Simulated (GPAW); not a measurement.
CaF2 (Fluorite), 3 atoms in the cell. The structure is cubic, space group Fm-3m (No. 225). The conventional cell has a = 5.462 Å, b = 5.462 Å, c = 5.462 Å, α = 90.00°, β = 90.00°, γ = 90.00°. Ca (site symmetry m-3m) is surrounded by 8 F at 2.37 Å. F (site symmetry -43m) is surrounded by 4 Ca at 2.37 Å. 

- Program: GPAW 26.7.0
- Task: single point
- Functional: HF
- Potentials or basis: GPAW PAW data sets (gpaw-data 1.2.1)
- Cutoff: 600 eV
- Basis: pw
- k mesh: 3 × 3 × 3
- Occupations: fermi-dirac, width 0.05 eV
- Spin: no spin polarisation
- Ranks: 4
- Maxiter: 60

Potentials or basis: GPAW PAW data sets (gpaw-data 1.2.1), pw.

Run with:

```console
$ OMP_NUM_THREADS=1 mpirun -n 4 gpaw python run.py
```

Hardware: 4 MPI ranks on Arm Neoverse V2, on a shared host.

Problem. How long does it take, and how much memory?

Solution. Run time: 8.8 min on 4 MPI ranks on Arm Neoverse V2 (shared host), peak memory 0.2 GiB a rank. Counts: scf iterations 39, plane waves 1363, bands 18, k points 4.
